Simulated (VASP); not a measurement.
# TePb (Fm-3m) in VASP: single point with PBE

Aim: the single point of TePb with PBE.

All numbers are computed with VASP 6.6.1; they aren't measurements. Logs are shortened: lines on timing, memory, paths and dates and some standing lists are left out, and cuts for length are marked.

**What was measured.**

From a printed reference work, monograph, for a bulk crystal of TePb at 4.2 K: band gap 0.19 eV (direct).

The results are compared with them further down.

## (1) The structure

The structure is cubic, space group Fm-3m (No. 225). Conventional cell: a = 6.199 Å, b = 6.199 Å, c = 6.199 Å, α = 90.00°, β = 90.00°, γ = 90.00°. Around Te (site symmetry m-3m) lie 6 Pb at 3.10 Å. Pb (site symmetry m-3m) has 6 Te at 3.10 Å as nearest neighbours.

## (2) Single point, PBE

File INCAR:

```
SYSTEM = TePb
PREC = Accurate
ENCUT = 520
EDIFF = 1E-6
ISMEAR = 0
SIGMA = 0.05
LREAL = .FALSE.
LASPH = .TRUE.
NELM = 100
ALGO = Fast
ISIF = 2
LWAVE = .FALSE.
LCHARG = .FALSE.
GGA = PE
NBANDS = 17
```

File KPOINTS:

```
Automatic mesh
0
G
  10 10 10
  0 0 0
```

File POSCAR:

```
TePb
1.0
    0.0000000000      3.0993121906      3.0993121906
    3.0993121906      0.0000000000      3.0993121906
    3.0993121906      3.0993121906      0.0000000000
Te Pb
1 1
Direct
    0.5000000000      0.5000000000      0.5000000000
    0.0000000000      0.0000000000      0.0000000000
```

Potentials or basis: VASP PAW PBE potentials, release 64 (Te, Pb_d).

The run is started by

```
$ cat potpaw_PBE.64/Te/POTCAR potpaw_PBE.64/Pb_d/POTCAR > POTCAR
$ mpirun -np 1 vasp_std > vasp.out
```

OUTCAR:

```text
SYSTEM = TePb
   PREC = Accurate
   ENCUT = 520
   EDIFF = 1E-6
   ISMEAR = 0
   LREAL = .FALSE.
   LASPH = .TRUE.
   NELM = 100
   ISIF = 2
   GGA = PE

 ion  position               nearest neighbor table
   1  0.500  0.500  0.500-   2 3.10   2 3.10   2 3.10   2 3.10   2 3.10   2 3.10
   2  0.000  0.000  0.000-   1 3.10   1 3.10   1 3.10   1 3.10   1 3.10   1 3.10

  LATTYP: Found a face centered cubic cell.
 ALAT       =     6.1986243812

  Lattice vectors:

 A1 = (   0.0000000000,   3.0993121906,   3.0993121906)
 A2 = (   3.0993121906,   0.0000000000,   3.0993121906)
 A3 = (   3.0993121906,   3.0993121906,   0.0000000000)

Analysis of symmetry for initial positions (statically):
=====================================================================
 Subroutine PRICEL returns:
 Original cell was already a primitive cell.

 Routine SETGRP: Setting up the symmetry group for a
 face centered cubic supercell.

 Subroutine GETGRP returns: Found 48 space group operations
 (whereof 48 operations were pure point group operations)
 out of a pool of 48 trial point group operations.

The static configuration has the point symmetry O_h .

Analysis of symmetry for dynamics (positions and initial velocities):
=====================================================================
 Subroutine PRICEL returns:
 Original cell was already a primitive cell.

 Routine SETGRP: Setting up the symmetry group for a
 face centered cubic supercell.

 Subroutine GETGRP returns: Found 48 space group operations
 (whereof 48 operations were pure point group operations)
 out of a pool of 48 trial point group operations.

The dynamic configuration has the point symmetry O_h .

 Subroutine INISYM returns: Found 48 space group operations
 (whereof 48 operations are pure point group operations),
 and found     1 'primitive' translations

----------------------------------------------------------------------------------------

                                     Primitive cell

  volume of cell :      59.5423

  direct lattice vectors                    reciprocal lattice vectors
     0.000000000  3.099312191  3.099312191    -0.161326117  0.161326117  0.161326117
     3.099312191  0.000000000  3.099312191     0.161326117 -0.161326117  0.161326117
     3.099312191  3.099312191  0.000000000     0.161326117  0.161326117 -0.161326117

  length of vectors
     4.383089334  4.383089334  4.383089334     0.279425031  0.279425031  0.279425031

  position of ions in fractional coordinates (direct lattice)
     0.500000000  0.500000000  0.500000000
     0.000000000  0.000000000  0.000000000

  ion indices of the primitive-cell ions
   primitive index   ion index
                 1           1
                 2           2

----------------------------------------------------------------------------------------

 KPOINTS: Automatic mesh

Automatic generation of k-mesh.
 Grid dimensions read from file:
 generate k-points for:   10   10   10

 Generating k-lattice:

  Cartesian coordinates                     Fractional coordinates (reciprocal lattice)
    -0.016132612  0.016132612  0.016132612     0.100000000  0.000000000  0.000000000
     0.016132612 -0.016132612  0.016132612     0.000000000  0.100000000  0.000000000
     0.016132612  0.016132612 -0.016132612     0.000000000  0.000000000  0.100000000

  Length of vectors
     0.027942503  0.027942503  0.027942503

  Shift w.r.t. Gamma in fractional coordinates (k-lattice)
     0.000000000  0.000000000  0.000000000

 Subroutine IBZKPT returns following result:
 ===========================================

 Found     47 irreducible k-points:

 Following reciprocal coordinates:
            Coordinates               Weight
  0.000000  0.000000  0.000000      1.000000
  0.100000  0.000000  0.000000      8.000000
  0.200000  0.000000  0.000000      8.000000
  0.300000  0.000000  0.000000      8.000000
  0.400000  0.000000  0.000000      8.000000
  0.500000  0.000000  0.000000      4.000000
[... 16 lines left out ...]
  0.300000  0.300000  0.000000      6.000000
  0.400000  0.300000  0.000000     24.000000
 [... further k-points ...]
   k-points           NKPTS =     47   k-points in BZ     NKDIM =     47   number of bands    NBANDS=     17
   number of dos      NEDOS =    301   number of ions     NIONS =      2
   total plane-waves  NPLWV =  46656
   dimension x,y,z NGX =    36 NGY =   36 NGZ =   36
   dimension x,y,z NGXF=    72 NGYF=   72 NGZF=   72
   ions per type =               1   1
   NGX,Y,Z   is equivalent  to a cutoff of  13.65, 13.65, 13.65 a.u.
   NGXF,Y,Z  is equivalent  to a cutoff of  27.31, 27.31, 27.31 a.u.
 SYSTEM =  TePb
   PREC   = accura    normal or accurate (medium, high low for compatibility)
   ISTART =      0    job   : 0-new  1-cont  2-samecut
   ICHARG =      2    charge: 1-file 2-atom 10-const
   ISPIN  =      1    spin polarized calculation?
   LNONCOLLINEAR =      F non collinear calculations
   LSORBIT =      F    spin-orbit coupling
   LASPH  =      T    aspherical Exc in radial PAW
   ENCUT  =  520.0 eV  38.22 Ry    6.18 a.u.   8.15  8.15  8.15*2*pi/ulx,y,z
   NELM   =    100;   NELMIN=  2; NELMDL= -5     # of ELM steps
   EDIFF  = 0.1E-05   stopping-criterion for ELM
   LREAL  =      F    real-space projection
   EDIFFG = 0.1E-04   stopping-criterion for IOM
   NSW    =      0    number of steps for IOM
   IBRION =     -1    ionic relax: 0-MD 1-quasi-New 2-CG
   NFREE  =      0    steps in history (QN), initial steepest desc. (CG)
   ISIF   =      2    stress and relaxation
   ISYM   =      2    0-nonsym 1-usesym 2-fastsym
   POTIM  = 0.5000    time-step for ionic-motion
   TEBEG  =    0.0;   TEEND  =   0.0 temperature during run
   PSTRESS=    0.0 pullay stress
   NELECT =      20.0000    total number of electrons
   NUPDOWN=      -1.0000    fix difference up-down
   EMIN   =  10.00;   EMAX   =-10.00  energy-range for DOS
   EFERMI =   0.00;   METHOD = LEGACY
   ISMEAR =     0;   SIGMA  =   0.05  broadening in eV -4-tet -1-fermi 0-gaus
   EFERMI_NEDOS =   21; number of points for ismear=-14 and -15
   IALGO  =     68    algorithm
   IMIX   =      4    mixing-type and parameters
     AMIX     =   0.40;   BMIX     =  1.00
     AMIX_MAG =   1.60;   BMIX_MAG =  1.00
  volume/ion in A,a.u.               =      29.77       200.91
  Fermi-wavevector in a.u.,A,eV,Ry     =   1.138002  2.150511 17.620190  1.295047
  Thomas-Fermi vector in A             =   2.274706
   LORBIT       =      0    0 simple, 1 ext, 2 COOP (PROOUT), +10 PAW based schemes
   GGA     = PE    functional components
   LHFCALC =     F    Hartree Fock is set to
   AEXX    =    0.0000 exact exchange contribution
   IVDW    =     0    specifies the selected vdW correction
   LEPSILON=     F    determine dielectric tensor
   LRPA    =     F    only Hartree local field effects (RPA)
 non-spin polarized calculation
 RMM-DIIS sequential band-by-band and
 Gauss-broadening in eV      SIGMA  =   0.05
  energy-cutoff  :      520.00
  volume of cell :       59.54
 maximum number of plane-waves:      1639
 NGX is ok and might be reduce to    36
   NGX = 17   NGY = 17   NGZ = 17

 number of electron      20.0000002 magnetization

 Free energy of the ion-electron system (eV)
  ---------------------------------------------------
  ext. energy  EPLUGINS =         0.00000000
  ---------------------------------------------------
  free energy    TOTEN  =        -7.22343993 eV

  energy without entropy =       -7.22343993  energy(sigma->0) =       -7.22343993

 E-fermi :   7.6096     XC(G=0):  -9.8751

 val. band max:        7.4103930054   @ k =   0.5000   0.0000   0.0000
 cond. band min:       7.8262869869   @ k =   0.5000   0.0000   0.0000
 fundamental gap:      0.4158939815
 Fermi energy:         7.6096266522

 k-point     1 :       0.0000    0.0000    0.0000
  band No.  band energies     occupation
      1      -9.6348      2.00000
      2      -9.6348      2.00000
      3      -9.6143      2.00000
      4      -9.6143      2.00000
      5      -9.6143      2.00000
      6      -5.7987      2.00000
[... 9 lines left out ...]
     16      12.8339      0.00000
     17      14.2013      0.00000

 k-point     2 :       0.1000    0.0000    0.0000
  band No.  band energies     occupation
      1      -9.6369      2.00000
      2      -9.6369      2.00000
      3      -9.6140      2.00000
      4      -9.6120      2.00000
      5      -9.6120      2.00000
      6      -5.6968      2.00000
[... 9 lines left out ...]
     16      13.0505      0.00000
     17      15.0959      0.00000

 k-point     3 :       0.2000    0.0000    0.0000
  band No.  band energies     occupation
      1      -9.6435      2.00000
      2      -9.6435      2.00000
      3      -9.6135      2.00000
      4      -9.6053      2.00000
      5      -9.6053      2.00000
      6      -5.3966      2.00000
[... 9 lines left out ...]
     16      13.6202      0.00000
     17      16.8415      0.00000

 k-point     4 :       0.3000    0.0000    0.0000
  band No.  band energies     occupation
      1      -9.6523      2.00000
      2      -9.6523      2.00000
      3      -9.6130      2.00000
      4      -9.5963      2.00000
      5      -9.5963      2.00000
      6      -4.9209      2.00000
[... 9 lines left out ...]
     16      14.5027      0.00000
     17      18.9030      0.00000

 k-point     5 :       0.4000    0.0000    0.0000
  band No.  band energies     occupation
      1      -9.6596      2.00000
      2      -9.6596      2.00000
      3      -9.6129      2.00000
      4      -9.5887      2.00000
      5      -9.5887      2.00000
      6      -4.3494      2.00000
[... 9 lines left out ...]
     16      15.6328      0.00000
     17      18.2609      0.00000

 k-point     6 :       0.5000    0.0000    0.0000
  band No.  band energies     occupation
      1      -9.6624      2.00000
      2      -9.6624      2.00000
      3      -9.6128      2.00000
      4      -9.5859      2.00000
      5      -9.5859      2.00000
      6      -4.0093      2.00000
[... 9 lines left out ...]
     16      16.5239      0.00000
     17      16.9146      0.00000

 k-point     7 :       0.1000    0.1000    0.0000
  band No.  band energies     occupation
      1      -9.6423      2.00000
      2      -9.6330      2.00000
      3      -9.6159      2.00000
      4      -9.6104      2.00000
      5      -9.6104      2.00000
      6      -5.6624      2.00000
[... 9 lines left out ...]
     16      13.4676      0.00000
     17      15.2184      0.00000

 k-point     8 :       0.2000    0.1000    0.0000
  band No.  band energies     occupation
      1      -9.6516      2.00000
      2      -9.6346      2.00000
      3      -9.6163      2.00000
      4      -9.6058      2.00000
      5      -9.6043      2.00000
      6      -5.4272      2.00000
[... 9 lines left out ...]
     16      14.1033      0.00000
     17      16.3497      0.00000
[... 203 lines left out ...]
      1      -9.6927      2.00000
      2      -9.6455      2.00000
      3      -9.6118      2.00000
      4      -9.5907      2.00000
      5      -9.5818      2.00000
      6      -3.9116      2.00000
[... 9 lines left out ...]
     16      16.7769      0.00000
     17      17.6536      0.00000

 k-point    20 :      -0.4000    0.2000    0.0000
  band No.  band energies     occupation
      1      -9.6849      2.00000
      2      -9.6527      2.00000
      3      -9.6061      2.00000
      4      -9.5929      2.00000
      5      -9.5845      2.00000
      6      -3.8012      2.00000
[... 9 lines left out ...]
     16      15.5230      0.00000
     17      18.4967      0.00000

 k-point    21 :      -0.3000    0.2000    0.0000
  band No.  band energies     occupation
      1      -9.6711      2.00000
      2      -9.6563      2.00000
      3      -9.6058      2.00000
      4      -9.5939      2.00000
      5      -9.5912      2.00000
      6      -4.2322      2.00000
[... 9 lines left out ...]
     16      16.1437      0.00000
     17      17.4157      0.00000

 k-point    22 :      -0.2000    0.2000    0.0000
  band No.  band energies     occupation
      1      -9.6561      2.00000
      2      -9.6555      2.00000
      3      -9.6099      2.00000
      4      -9.5986      2.00000
      5      -9.5946      2.00000
      6      -4.7585      2.00000
[... 9 lines left out ...]
     16      16.2265      0.00000
     17      16.5975      0.00000

 k-point    23 :       0.3000    0.3000    0.0000
  band No.  band energies     occupation
      1      -9.7043      2.00000
      2      -9.6257      2.00000
      3      -9.6227      2.00000
      4      -9.5868      2.00000
      5      -9.5868      2.00000
      6      -4.6273      2.00000
[... 9 lines left out ...]
     16      16.4909      0.00000
     17      16.6826      0.00000

 k-point    24 :       0.4000    0.3000    0.0000
  band No.  band energies     occupation
      1      -9.7194      2.00000
      2      -9.6258      2.00000
      3      -9.6239      2.00000
      4      -9.5822      2.00000
      5      -9.5804      2.00000
      6      -4.2206      2.00000
[... 9 lines left out ...]
     16      17.1312      0.00000
     17      17.6247      0.00000

 [... further k-points ...]

------------------------ aborting loop because EDIFF is reached ----------------------------------------

  FORCE on cell =-STRESS in cart. coord.  units (eV):
  Direction    XX          YY          ZZ          XY          YZ          ZX
  --------------------------------------------------------------------------------------
  -------------------------------------------------------------------------------------
  Total        3.6850644      3.6850644      3.6850644      0.0000000      0.0000000      0.0000000
  in kB       99.1584417     99.1584417     99.1584417      0.0000000      0.0000000      0.0000000
  external PRESSURE =      99.1584417 kB  Pullay stress =       0.0000000 kB

 VOLUME and BASIS-vectors are now :
 -----------------------------------------------------------------------------
  energy-cutoff  :      520.00
  volume of cell :       59.54
      direct lattice vectors                 reciprocal lattice vectors
     0.000000000  3.099312191  3.099312191    -0.161326117  0.161326117  0.161326117
     3.099312191  0.000000000  3.099312191     0.161326117 -0.161326117  0.161326117
     3.099312191  3.099312191  0.000000000     0.161326117  0.161326117 -0.161326117

 POSITION                                       TOTAL-FORCE (eV/Angst)
 -----------------------------------------------------------------------------------
      3.09931      3.09931      3.09931         0.000000      0.000000      0.000000
      0.00000      0.00000      0.00000        -0.000000      0.000000     -0.000000
 -----------------------------------------------------------------------------------
    total drift:                               -0.000000      0.000000      0.000000

  FREE ENERGIE OF THE ION-ELECTRON SYSTEM (eV)
  ---------------------------------------------------
  free  energy   TOTEN  =        -7.2234399316 eV

  energy  without entropy=       -7.2234399315  energy(sigma->0) =       -7.22343993
```

It took 32 s on 1 thread of Intel Xeon Platinum 8488C (Sapphire Rapids), shared host; peak memory 0.23 GiB.

What came out:

```
Free energy            : -7.2234 eV
Pressure               : 9.9 GPa
Band gap on the k mesh : 0.42 eV, direct
```

Caveat: spin-orbit coupling is left out, which as a rule narrows the gap of such compounds by several tenths of an eV.

## (3) How close it comes

Step 2. A measured gap of TePb is 0.19 eV (direct; 4.2 K; a printed reference work, monograph); the calculated 0.42 eV misses it by +0.23 eV. Spin-orbit coupling on Pb, Te is left out. The value is that of PBE on a finite k mesh, which can miss the band edges, without temperature or zero-point motion.
